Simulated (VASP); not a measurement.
Here is a VASP 6.6.1 calculation.

INCAR

```
PREC     = Accurate       # precision mode
ENCUT    = 520            # plane-wave cutoff, eV
EDIFF    = 1E-7           # SCF threshold, eV
ISMEAR   = 0              # smearing method
SIGMA    = 0.026000000000000002 # smearing width, eV
LREAL    = F              # projectors in reciprocal space
LASPH    = T              # aspherical terms in the spheres
NELM     = 100            # most SCF steps
ALGO     = Fast           # electronic algorithm
ISIF     = 2              # what is computed and relaxed
LWAVE    = F              # write WAVECAR
LCHARG   = T              # write CHGCAR
GGA      = PE             # functional
LELF     = T              # ELF
LVHAR    = T            
NBANDS   = 13             # bands
```

Contents of KPOINTS:

```
Automatic mesh
0
Gamma
  8 8 8
```

File POSCAR:

```
Li2Se
1.0
    0.0000000000      3.0025000000      3.0025000000
    3.0025000000      0.0000000000      3.0025000000
    3.0025000000      3.0025000000      0.0000000000
Se Li
1 2
Direct
    0.0000000000      0.0000000000      0.0000000000
    0.7500000000      0.7500000000      0.7500000000
    0.2500000000      0.2500000000      0.2500000000
```

Potentials or basis: VASP PAW PBE potentials, release 64 (Se, Li_sv).

Launch:

```console
$ cat potpaw_PBE.64/Se/POTCAR potpaw_PBE.64/Li_sv/POTCAR > POTCAR
$ mpirun -np 1 vasp_std > vasp.out
```

Q: Estimate the band gap on the k mesh.

A: 2.97 eV, indirect (least direct gap 3.39 eV).

 A k mesh can miss the band edges.
